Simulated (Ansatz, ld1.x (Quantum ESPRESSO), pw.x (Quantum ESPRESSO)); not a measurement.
From atom to crystal: TM potential for K (Z = 19)

- Element: K (Z = 19)
- Generator: ld1.x (Quantum ESPRESSO) 7.5
- Type: norm-conserving Troullier–Martins (Kleinman–Bylander form)
- Functional: PBE
- Relativity: scalar-relativistic
- Frozen core: [Ar]
- Valence charge: 1
- Reference configuration: 4s1 4p0
- Partial waves: 4s (bound): rc 3.60 bohr; 4p (bound, empty): rc 4.20 bohr; 3d channel at 0.05 Ry: rc 3.80 bohr
- Local potential: all-electron potential smoothed inside 2.90 bohr (lloc = -1)
- Core correction: a·sin(br)/r model core inside 3.40 bohr

Atomic tests: cutoffs needed: 6 Ry and 6 Ry (the cutoffs (Ry, on a coarse ladder) from which the occupation-weighted sum of valence levels, in a spherical-Bessel basis at the reference potential, stays within 10 and 1 mRy of its value at 400 Ry); ghost test: no extra level below or beside the all-electron valence levels (s, p, d, f tested) (spherical-Bessel basis up to 400 Ry, 20 bohr box); largest excitation error: +21 meV (all-electron minus pseudo) for 4s0 4p1, out of 2 test configurations.

Crystal test: fcc K in pw.x 7.5, no spin, 9³ k-points, Fermi–Dirac smearing 0.01 Ry, cutoffs 50/200 Ry. The reference is all-electron LAPW (Ansatz 0.2.0) with the same functional, mesh and smearing; V0 and B0 come from Birch–Murnaghan fits to the pressures at five volumes. Errors are pseudo minus all-electron; Δ is the rms difference of the E(V) curves that follow from these fits, minima aligned, over ±6 % about the mean V0. Mesh and smearing are coarse, so the numbers serve the comparison and aren't converged zero-temperature values; the lattice is a test structure that the element need not adopt.

```
V (Å³/atom)  P all-electron (GPa)  P pseudo (GPa)
     70.778                  0.19            0.11
     72.640                  0.09            0.01
     74.503                 -0.01           -0.08
     76.366                 -0.09           -0.16
     78.228                 -0.16           -0.22
```

All-electron: a0 = 6.675 Å (V0 = 74.37 Å³/atom), B0 = 3.5 GPa.

Pseudopotential: mean pressure error (GPa): -0.07; a0 (Å): 6.629; a0 error (%): -0.69; B0 error (%): +3.9; Δ (meV/atom): 1.2. This is a poor potential for the solid. The logarithmic derivative shows an extra or strongly shifted pseudo pole above the reference energy (s near 0.77 Ry, p near 1.78 Ry).

Q: At the middle volume, how do free energy and pressure move when the wave cutoff is lowered (ecutrho kept at four times it)?

A:

```
cutoff (Ry)  shift of F (meV/atom)  shift of P (GPa)
         22                   +0.1             +0.00
         30                   +0.0             +0.00
         40                   +0.0             +0.00
```

The run at the middle volume (35 k-points, 5 iterations) took about 12 s on one core of a shared host (Neoverse-V1, 32 threads, 247 GiB, load 24).
